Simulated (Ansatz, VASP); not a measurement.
## SbPt: VASP beside Ansatz

The input INCAR:

```
SYSTEM = SbPt
PREC     = Accurate       ! precision mode
ENCUT    = 520            ! plane-wave cutoff, eV
EDIFF    = 1E-6           ! SCF threshold, eV
ISMEAR   = 0              ! smearing method
SIGMA    = 0.05           ! smearing width, eV
LREAL    = .False.        ! projectors in reciprocal space
LASPH    = .True.         ! aspherical terms in the spheres
NELM     = 60             ! most SCF steps
ALGO     = Normal         ! electronic algorithm
ISIF     = 2              ! what is computed and relaxed
LWAVE    = .False.        ! write WAVECAR
LCHARG   = .True.         ! write CHGCAR
GGA      = PS             ! functional
LELF     = .True.         ! ELF
LVHAR    = .True.       
NBANDS   = 14             ! bands
```

Contents of KPOINTS:

```
regular mesh
0
Gamma
  10 10 10
  0 0 0
```

File POSCAR:

```
SbPt
1.0
    0.0000000000      2.7362534479      2.7362534479
    2.7362534479      0.0000000000      2.7362534479
    2.7362534479      2.7362534479      0.0000000000
Pt Sb
1 1
Direct
    0.5000000000      0.5000000000      0.5000000000
    0.0365463222      0.0365463222     -0.0365463222
```

Input for Ansatz:

```yaml
crystal:
  lattice:
    - [0.0, 2.7362534479, 2.7362534479]
    - [2.7362534479, 0.0, 2.7362534479]
    - [2.7362534479, 2.7362534479, 0.0]
  atoms:
    - { symbol: Pt, position: [0.5, 0.5, 0.5] }
    - { symbol: Sb, position: [0.0365463222, 0.0365463222, -0.0365463222] }
basis:
  ecutwfc: 420
  ecutrho_ratio: 4
kpoints:
  mp_grid: { grid: [10, 10, 10] }
hamiltonian:
  xc: pbesol
scf:
  occupations: { method: gaussian, width: 0.05 }
output:
  forces: true
  stress: true
  eigenvalues: true
```

Alike in both runs: task single point; functional PBEsol; k mesh 10 × 10 × 10; occupations gaussian, width 0.05 eV; no spin polarisation.

|  | VASP | Ansatz |
| --- | --- | --- |
| version | VASP 6.6.1 | Ansatz 0.2.0 |
| potentials or method | VASP PAW PBE potentials, release 64 (Pt, Sb) | scalar-relativistic, plane waves, PAW |
| plane-wave cutoff (eV) | 520 | 420 |
| valence electrons in the cell | 15 | 33 |

Ansatz gave:

- pressure (GPa): 2.4
- largest component of the traceless stress (GPa): 4.63
- rms of the force components (eV/Å): 0.616

Task: Estimate VASP's values.

Result: Pressure (GPa): 2.2; largest component of the traceless stress (GPa): 4.59; rms of the force components (eV/Å): 0.612.

Atom by atom the forces differ by 0.004 eV/Å (rms over components). The two sets of potentials don't hold the same shells in valence.

Caveats: the PAW data sets were made with another functional, which shifts forces and pressure a little (VASP). The runs have no spin-orbit coupling, so splittings on Pt, Sb are missing.
